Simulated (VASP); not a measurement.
# InP (F-43m) in VASP: further runs

The runs below take InP through single point, with PBEsol, LDA.

Program: VASP 6.6.1. These are calculated values, not measurements. Logs are shortened: lines on timing, memory, paths and dates and some standing lists are left out, and cuts for length are marked.

**Measured values to compare with.**

A printed reference work, data compilation reports, for a bulk crystal of InP at 1.6 K: band gap 1.4236 eV (direct).

The runs below are set against these values where they give the same quantity.

**1. The cell of the first run**

The structure is cubic, space group F-43m (No. 216). Conventional cell: a = 5.861 Å, b = 5.861 Å, c = 5.861 Å, α = 90.00°, β = 90.00°, γ = 90.00°. Within 3.3 Å of In (site symmetry -43m) lie 4 P at 2.54 Å. P (site symmetry -43m) has 4 In at 2.54 Å within 3.3 Å.

**2. Single point, PBEsol**

INCAR

```
SYSTEM = InP
  PREC = Accurate
  ENCUT = 520
  EDIFF = 1E-6
  ISMEAR = 0
  SIGMA = 0.01
  LREAL = .False.
  LASPH = .True.
  NELM = 80
  ALGO = Normal
  ISIF = 2
  LWAVE = .False.
  LCHARG = .False.
  GGA = PS
  NBANDS = 16
```

KPOINTS

```
regular mesh
0
Gamma
  6 6 6
  0 0 0
```

POSCAR

```
InP
1.0
    0.0000000000      2.9305000000      2.9305000000
    2.9305000000      0.0000000000      2.9305000000
    2.9305000000      2.9305000000      0.0000000000
In P
1 1
Direct
    0.0000000000      0.0000000000      0.0000000000
    0.2500000000      0.2500000000      0.2500000000
```

Potentials or basis: VASP PAW PBE potentials, release 64 (In_d, P).

The run is started by

```
$ cat potpaw_PBE.64/In_d/POTCAR potpaw_PBE.64/P/POTCAR > POTCAR
$ mpirun -np 1 vasp_std > vasp.out
```

OUTCAR:

```text
SYSTEM = InP
   PREC = Accurate
   ENCUT = 520
   EDIFF = 1E-6
   ISMEAR = 0
   LREAL = .False.
   LASPH = .True.
   NELM = 80
   ISIF = 2
   GGA = PS

 ion  position               nearest neighbor table
   1  0.000  0.000  0.000-   2 2.54   2 2.54   2 2.54   2 2.54
   2  0.250  0.250  0.250-   1 2.54   1 2.54   1 2.54   1 2.54

  LATTYP: Found a face centered cubic cell.
 ALAT       =     5.8610000000

  Lattice vectors:

 A1 = (   0.0000000000,   2.9305000000,   2.9305000000)
 A2 = (   2.9305000000,   0.0000000000,   2.9305000000)
 A3 = (   2.9305000000,   2.9305000000,   0.0000000000)

Analysis of symmetry for initial positions (statically):
=====================================================================
 Subroutine PRICEL returns:
 Original cell was already a primitive cell.

 Routine SETGRP: Setting up the symmetry group for a
 face centered cubic supercell.

 Subroutine GETGRP returns: Found 24 space group operations
 (whereof 24 operations were pure point group operations)
 out of a pool of 48 trial point group operations.

The static configuration has the point symmetry T_d .

Analysis of symmetry for dynamics (positions and initial velocities):
=====================================================================
 Subroutine PRICEL returns:
 Original cell was already a primitive cell.

 Routine SETGRP: Setting up the symmetry group for a
 face centered cubic supercell.

 Subroutine GETGRP returns: Found 24 space group operations
 (whereof 24 operations were pure point group operations)
 out of a pool of 48 trial point group operations.

The dynamic configuration has the point symmetry T_d .

 Subroutine INISYM returns: Found 24 space group operations
 (whereof 24 operations are pure point group operations),
 and found     1 'primitive' translations

----------------------------------------------------------------------------------------

                                     Primitive cell

  volume of cell :      50.3333

  direct lattice vectors                    reciprocal lattice vectors
     0.000000000  2.930500000  2.930500000    -0.170619348  0.170619348  0.170619348
     2.930500000  0.000000000  2.930500000     0.170619348 -0.170619348  0.170619348
     2.930500000  2.930500000  0.000000000     0.170619348  0.170619348 -0.170619348

  length of vectors
     4.144352845  4.144352845  4.144352845     0.295521380  0.295521380  0.295521380

  position of ions in fractional coordinates (direct lattice)
     0.000000000  0.000000000  0.000000000
     0.250000000  0.250000000  0.250000000

  ion indices of the primitive-cell ions
   primitive index   ion index
                 1           1
                 2           2

----------------------------------------------------------------------------------------

 KPOINTS: regular mesh

Automatic generation of k-mesh.
 Grid dimensions read from file:
 generate k-points for:    6    6    6

 Generating k-lattice:

  Cartesian coordinates                     Fractional coordinates (reciprocal lattice)
    -0.028436558  0.028436558  0.028436558     0.166666667  0.000000000  0.000000000
     0.028436558 -0.028436558  0.028436558     0.000000000  0.166666667  0.000000000
     0.028436558  0.028436558 -0.028436558     0.000000000  0.000000000  0.166666667

  Length of vectors
     0.049253563  0.049253563  0.049253563

  Shift w.r.t. Gamma in fractional coordinates (k-lattice)
     0.000000000  0.000000000  0.000000000

 Subroutine IBZKPT returns following result:
 ===========================================

 Found     16 irreducible k-points:

 Following reciprocal coordinates:
            Coordinates               Weight
  0.000000  0.000000  0.000000      1.000000
  0.166667  0.000000  0.000000      8.000000
  0.333333  0.000000  0.000000      8.000000
  0.500000  0.000000  0.000000      4.000000
  0.166667  0.166667  0.000000      6.000000
  0.333333  0.166667  0.000000     24.000000
[... 8 lines left out ...]
 -0.333333  0.333333  0.166667     24.000000
 -0.333333  0.500000  0.166667     12.000000
   k-points           NKPTS =     16   k-points in BZ     NKDIM =     16   number of bands    NBANDS=     16
   number of dos      NEDOS =    301   number of ions     NIONS =      2
   total plane-waves  NPLWV =  32768
   dimension x,y,z NGX =    32 NGY =   32 NGZ =   32
   dimension x,y,z NGXF=    64 NGYF=   64 NGZF=   64
   ions per type =               1   1
   NGX,Y,Z   is equivalent  to a cutoff of  12.84, 12.84, 12.84 a.u.
   NGXF,Y,Z  is equivalent  to a cutoff of  25.67, 25.67, 25.67 a.u.
 SYSTEM =  InP
   PREC   = accura    normal or accurate (medium, high low for compatibility)
   ISTART =      0    job   : 0-new  1-cont  2-samecut
   ICHARG =      2    charge: 1-file 2-atom 10-const
   ISPIN  =      1    spin polarized calculation?
   LNONCOLLINEAR =      F non collinear calculations
   LSORBIT =      F    spin-orbit coupling
   LASPH  =      T    aspherical Exc in radial PAW
   ENCUT  =  520.0 eV  38.22 Ry    6.18 a.u.   7.71  7.71  7.71*2*pi/ulx,y,z
   NELM   =     80;   NELMIN=  2; NELMDL= -5     # of ELM steps
   EDIFF  = 0.1E-05   stopping-criterion for ELM
   LREAL  =      F    real-space projection
   EDIFFG = 0.1E-04   stopping-criterion for IOM
   NSW    =      0    number of steps for IOM
   IBRION =     -1    ionic relax: 0-MD 1-quasi-New 2-CG
   NFREE  =      0    steps in history (QN), initial steepest desc. (CG)
   ISIF   =      2    stress and relaxation
   ISYM   =      2    0-nonsym 1-usesym 2-fastsym
   POTIM  = 0.5000    time-step for ionic-motion
   TEBEG  =    0.0;   TEEND  =   0.0 temperature during run
   PSTRESS=    0.0 pullay stress
   NELECT =      18.0000    total number of electrons
   NUPDOWN=      -1.0000    fix difference up-down
   EMIN   =  10.00;   EMAX   =-10.00  energy-range for DOS
   EFERMI =   0.00;   METHOD = LEGACY
   ISMEAR =     0;   SIGMA  =   0.01  broadening in eV -4-tet -1-fermi 0-gaus
   EFERMI_NEDOS =   21; number of points for ismear=-14 and -15
   IALGO  =     38    algorithm
   IMIX   =      4    mixing-type and parameters
     AMIX     =   0.40;   BMIX     =  1.00
     AMIX_MAG =   1.60;   BMIX_MAG =  1.00
  volume/ion in A,a.u.               =      25.17       169.83
  Fermi-wavevector in a.u.,A,eV,Ry     =   1.162021  2.195901 18.371846  1.350293
  Thomas-Fermi vector in A             =   2.298587
   LORBIT       =      0    0 simple, 1 ext, 2 COOP (PROOUT), +10 PAW based schemes
   GGA     = PS    functional components
   LHFCALC =     F    Hartree Fock is set to
   AEXX    =    0.0000 exact exchange contribution
   IVDW    =     0    specifies the selected vdW correction
   LEPSILON=     F    determine dielectric tensor
   LRPA    =     F    only Hartree local field effects (RPA)
 non-spin polarized calculation
 Gauss-broadening in eV      SIGMA  =   0.01
  energy-cutoff  :      520.00
  volume of cell :       50.33
 maximum number of plane-waves:      1380
   NGX = 15   NGY = 15   NGZ = 15

 number of electron      18.0000005 magnetization

 Free energy of the ion-electron system (eV)
  ---------------------------------------------------
  ext. energy  EPLUGINS =         0.00000000
  ---------------------------------------------------
  free energy    TOTEN  =        -9.14210154 eV

  energy without entropy =       -9.14210154  energy(sigma->0) =       -9.14210154

 E-fermi :   5.1548     XC(G=0):  -9.4767

 val. band max:        5.0985955123   @ k =   0.0000   0.0000   0.0000
 cond. band min:       5.7107603497   @ k =   0.0000   0.0000   0.0000
 fundamental gap:      0.6121648374
 Fermi energy:         5.1547764983

 k-point     1 :       0.0000    0.0000    0.0000
  band No.  band energies     occupation
      1      -9.0589      2.00000
      2      -9.0589      2.00000
      3      -9.0589      2.00000
      4      -8.9046      2.00000
      5      -8.9046      2.00000
      6      -6.4506      2.00000
[... 8 lines left out ...]
     15      14.5250      0.00000
     16      14.5250      0.00000

 k-point     2 :       0.1667    0.0000    0.0000
  band No.  band energies     occupation
      1      -9.0916      2.00000
      2      -9.0462      2.00000
      3      -9.0462      2.00000
      4      -8.9042      2.00000
      5      -8.9042      2.00000
      6      -6.1342      2.00000
[... 8 lines left out ...]
     15      13.6519      0.00000
     16      14.3820      0.00000

 k-point     3 :       0.3333    0.0000    0.0000
  band No.  band energies     occupation
      1      -9.1520      2.00000
      2      -9.0261      2.00000
      3      -9.0261      2.00000
      4      -8.8976      2.00000
      5      -8.8976      2.00000
      6      -5.3152      2.00000
[... 8 lines left out ...]
     15      14.1348      0.00000
     16      14.1348      0.00000

 k-point     4 :       0.5000    0.0000    0.0000
  band No.  band energies     occupation
      1      -9.1803      2.00000
      2      -9.0194      2.00000
      3      -9.0194      2.00000
      4      -8.8909      2.00000
      5      -8.8909      2.00000
      6      -4.6994      2.00000
[... 8 lines left out ...]
     15      15.7058      0.00000
     16      15.7058      0.00000
[... 172 lines left out ...]
 k-point    14 :       0.5000    0.3333    0.1667
  band No.  band energies     occupation
      1      -9.1932      2.00000
      2      -9.0038      2.00000
      3      -8.9848      2.00000
      4      -8.9248      2.00000
      5      -8.8860      2.00000
      6      -4.6761      2.00000
[... 8 lines left out ...]
     15      16.1317      0.00000
     16      16.7960      0.00000

 k-point    15 :      -0.3333    0.3333    0.1667
  band No.  band energies     occupation
      1      -9.2029      2.00000
      2      -9.0044      2.00000
      3      -8.9739      2.00000
      4      -8.9192      2.00000
      5      -8.8910      2.00000
      6      -4.1823      2.00000
[... 8 lines left out ...]
     15      16.0972      0.00000
     16      16.6400      0.00000

 k-point    16 :      -0.3333    0.5000    0.1667
  band No.  band energies     occupation
      1      -9.2225      2.00000
      2      -8.9856      2.00000
      3      -8.9610      2.00000
      4      -8.9338      2.00000
      5      -8.8824      2.00000
      6      -3.9728      2.00000
[... 8 lines left out ...]
     15      16.3349      0.00000
     16      17.0207      0.00000

------------------------ aborting loop because EDIFF is reached ----------------------------------------

  FORCE on cell =-STRESS in cart. coord.  units (eV):
  Direction    XX          YY          ZZ          XY          YZ          ZX
  --------------------------------------------------------------------------------------
  -------------------------------------------------------------------------------------
  Total        0.1829905      0.1829905      0.1829905     -0.0000000     -0.0000000      0.0000000
  in kB        5.8248396      5.8248396      5.8248396     -0.0000000     -0.0000000      0.0000000
  external PRESSURE =       5.8248396 kB  Pullay stress =       0.0000000 kB

 VOLUME and BASIS-vectors are now :
 -----------------------------------------------------------------------------
  energy-cutoff  :      520.00
  volume of cell :       50.33
      direct lattice vectors                 reciprocal lattice vectors
     0.000000000  2.930500000  2.930500000    -0.170619348  0.170619348  0.170619348
     2.930500000  0.000000000  2.930500000     0.170619348 -0.170619348  0.170619348
     2.930500000  2.930500000  0.000000000     0.170619348  0.170619348 -0.170619348

 POSITION                                       TOTAL-FORCE (eV/Angst)
 -----------------------------------------------------------------------------------
      0.00000      0.00000      0.00000        -0.000000     -0.000000     -0.000000
      1.46525      1.46525      1.46525         0.000000      0.000000      0.000000
 -----------------------------------------------------------------------------------
    total drift:                               -0.000000     -0.000000      0.000000

  FREE ENERGIE OF THE ION-ELECTRON SYSTEM (eV)
  ---------------------------------------------------
  free  energy   TOTEN  =        -9.1421015367 eV

  energy  without entropy=       -9.1421015367  energy(sigma->0) =       -9.14210154
```

It took 28 s on 1 thread of AMD EPYC 7R13, shared host; peak memory 0.15 GiB.

What came out:

| Quantity | Value |
| --- | --- |
| Free energy | -9.1421 eV |
| Pressure | 0.6 GPa |
| Band gap on the k mesh | 0.61 eV, direct |

Levels at points of the mesh, in eV from the valence-band top:
```
           k point  band 5  band 6  band 7  band 8  band 9  band 10  band 11  band 12  band 13  band 14
(0.00, 0.00, 0.00)  -14.00  -11.55    0.00    0.00    0.00     0.61     4.01     4.01     4.01     8.35
(0.50, 0.00, 0.00)  -13.99   -9.80   -5.80   -0.99   -0.99     1.40     4.73     4.73     6.94     9.31
(0.50, 0.50, 0.00)  -13.97   -9.13   -5.82   -2.36   -2.36     1.63     2.16     9.09     9.53     9.53
```

Caveat: the PAW data sets were made with another functional, which shifts forces and pressure a little; spin-orbit coupling is left out, which moves the levels of the heavy elements.

[end of part 1 of 2]
